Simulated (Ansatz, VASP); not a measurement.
## CoO: VASP beside Ansatz

File INCAR:

```
PREC = Accurate
ENCUT = 520
EDIFF = 1E-7
ISMEAR = -1
SIGMA = 0.05
LREAL = False
LASPH = True
NELM = 120
ALGO = Normal
ISIF = 2
LWAVE = False
LCHARG = False
ISPIN = 2
MAGMOM = 2 0
LORBIT = 11
LMAXMIX = 4
GGA = PE
NBANDS = 18
```

KPOINTS

```
Automatic mesh
0
Gamma
  10 10 10
```

The input POSCAR:

```
CoO
1.0
    1.5805655677      0.9125399560      2.5317845992
   -1.5805655677      0.9125399560      2.5317845992
    0.0000000000     -1.8250799120      2.5317845992
Co O
1 1
Direct
    0.9989783200      0.9989783200      0.9989783200
    0.7510210300      0.7510210300      0.7510210300
```

Contents of input.yaml:

```yaml
crystal:
  lattice:
    - [1.5805655677, 0.912539956, 2.5317845992]
    - [-1.5805655677, 0.912539956, 2.5317845992]
    - [0.0, -1.825079912, 2.5317845992]
  atoms:
    - { symbol: Co, position: [0.99897832, 0.99897832, 0.99897832], spin: 2.0 }
    - { symbol: O, position: [0.75102103, 0.75102103, 0.75102103] }
hamiltonian:
  xc: pbe
  pseudopotentials: { kind: paw }
magnetization:
  spin_polarized: true
kpoints:
  mp_grid: { grid: [10, 10, 10] }
scf:
  occupations: { method: fermi_dirac, width: 0.05 }
output:
  forces: true
  stress: true
  eigenvalues: true
```

Change from the starting cell: volume scaled by 0.96.

Alike in both runs: task single point; functional PBE; k mesh 10 × 10 × 10; occupations fermi-dirac, width 0.05 eV; collinear spin, ferromagnetic start.

|  | VASP | Ansatz |
| --- | --- | --- |
| version | VASP 6.6.1 | Ansatz 0.2.0 |
| potentials or method | VASP PAW PBE potentials, release 64 (Co, O) | Ansatz PAW |
| plane-wave cutoff (eV) | 520 | 420 |
| valence electrons in the cell | 15 | 23 |

VASP gave:

```
gap on the k mesh at the Fermi level (eV)                     : none
pressure (GPa)                                                : 4.4
largest component of the traceless stress (GPa)               : 4.01
rms of the force components (eV/Å)                            : 0.170
net moment per atom (μB)                                      : 1.27
size of the moment on the site where the two differ most (μB) : 2.20
```

Task: Which values does Ansatz return?

Result: gap on the k mesh at the Fermi level (eV): none; pressure (GPa): 4.6; largest component of the traceless stress (GPa): 3.99; rms of the force components (eV/Å): 0.169; net moment per atom (μB): 1.28; size of the moment on the site where the two differ most (μB): 2.05.

Site moments also hang on the region over which each program counts them. Atom by atom the forces differ by 0.001 eV/Å (rms over components). A gap of «none» marks a metal or a gap that the smearing closes. The two sets of potentials don't hold the same shells in valence.

Caveats: a cell with one magnetic atom can't hold antiferromagnetic order, which such compounds often take; semilocal functionals often make such compounds metallic where correlation or magnetic order opens a gap, which also shifts bond lengths; the pressure holds a Pulay correction of +0.7 GPa for the finite cutoff (Ansatz).
